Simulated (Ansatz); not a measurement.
# Point defect: H interstitial in Al2Cu

Level of theory: DFT PBE, scalar-relativistic, plane waves, PAW (Ansatz). (420 eV cutoff, 7×6×7 k-mesh, shifted by half a step, Gaussian smearing of 0.10 eV, no spin polarisation)

Host crystal, relaxed:

```cif
data_structure
_symmetry_space_group_name_H-M 'P 1'
_symmetry_Int_Tables_number 1
_cell_length_a 4.0890
_cell_length_b 4.0890
_cell_length_c 4.0890
_cell_angle_alpha 119.996
_cell_angle_beta 119.996
_cell_angle_gamma 90.006
_cell_volume 48.35
loop_
_atom_site_label
_atom_site_type_symbol
_atom_site_fract_x
_atom_site_fract_y
_atom_site_fract_z
_atom_site_occupancy
Al1 Al 0.75000 0.25000 0.50000 1
Al2 Al 0.25000 0.75000 0.50000 1
Cu1 Cu 0.50000 0.50000 0.00000 1
```

Supercell of 18 atoms, rows in host cell vectors: 1 2 1; 1 0 -1; -1 1 -1. Atoms relax at the host's cell, keeping the symmetry that the supercell leaves at the site. The cell is small, so energies carry finite-size errors of tenths of an eV. The host is a metal. Atoms are taken from and returned to the elements' standard states.

Defect: H interstitial set at (0.000, 0.000, 0.000) of the host cell. Before relaxation its nearest neighbours are 8 Al at 2.50 Å.

```json
{"charge": "0", "E_f at the valence band top (eV)": "1.64", "moment (μB)": "0.00", "largest move (Å)": "0.04", "atoms near the site": "8 Al at 2.47 Å"}
```